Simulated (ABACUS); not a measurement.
The system is NbAs.

```
Nb As
1.0
    -1.72585    1.72585    5.84000
     1.72585   -1.72585    5.84000
     1.72585    1.72585   -5.84000
Nb As
2 2
Direct
  0.50000 0.00000 0.50000
  0.75000 0.75000 0.00000
  0.91600 0.41600 0.50000
  0.16600 0.16600 0.00000
```

* Program: ABACUS 3.10.1
* Task: relaxation of cell and atoms
* Functional: RPBE
* Potentials or basis: PseudoDojo NC SR 0.5 PBE standard
* Cutoff: 1143 eV
* Density cutoff: 4572 eV
* Basis: plane waves
* k mesh: 9 × 9 × 9
* Occupations: fermi-dirac, width 0.05 eV
* Spin: no spin polarisation

At the start: pressure 6.5 GPa; volume 17.39 Å³/atom.

**Question.** Where does the relaxation end?

**Answer.** Over 9 steps the energy falls by 15.0 meV/atom and the volume is 18.07 Å³/atom (+3.9 %); space group I4_1md (No. 109, to 0.05 Å).

The path:
| step | energy change (eV) | largest force (eV/Å) | pressure (GPa) | volume (Å³) |
| --- | --- | --- | --- | --- |
| 1 | 0.0000 | 0.3052 | 6.52 | 69.58 |
| 2 | 0.0908 | 0.0872 | -9.21 | 77.23 |
| 3 | -0.0582 | 0.1224 | -0.30 | 72.42 |
| 4 | -0.0582 | 0.1199 | -0.31 | 72.42 |
| 5 | -0.0597 | 0.0025 | -0.09 | 72.32 |
| 6 | -0.0597 | 0.0007 | -0.11 | 72.33 |
| 7 | -0.0598 | 0.0094 | 0.13 | 72.21 |
| 8 | -0.0598 | 0.0006 | 0.10 | 72.23 |
| 9 | -0.0598 | 0.0079 | 0.00 | 72.26 |

Final structure:
```cif
data_structure
_symmetry_space_group_name_H-M 'P 1'
_symmetry_Int_Tables_number 1
_cell_length_a 6.4128
_cell_length_b 6.4128
_cell_length_c 6.4128
_cell_angle_alpha 148.378
_cell_angle_beta 148.378
_cell_angle_gamma 45.327
_cell_volume 72.26
loop_
_atom_site_label
_atom_site_type_symbol
_atom_site_fract_x
_atom_site_fract_y
_atom_site_fract_z
_atom_site_occupancy
Nb1 Nb 0.49900 0.99900 0.50000 1
Nb2 Nb 0.74900 0.74900 0.00000 1
As1 As 0.91700 0.41700 0.50000 1
As2 As 0.16700 0.16700 0.00000 1
```

Caveat: there are fewer bands than atomic start orbitals, so a level may be missed at k points of high symmetry; the potentials were made for another functional, which shifts forces and pressure.
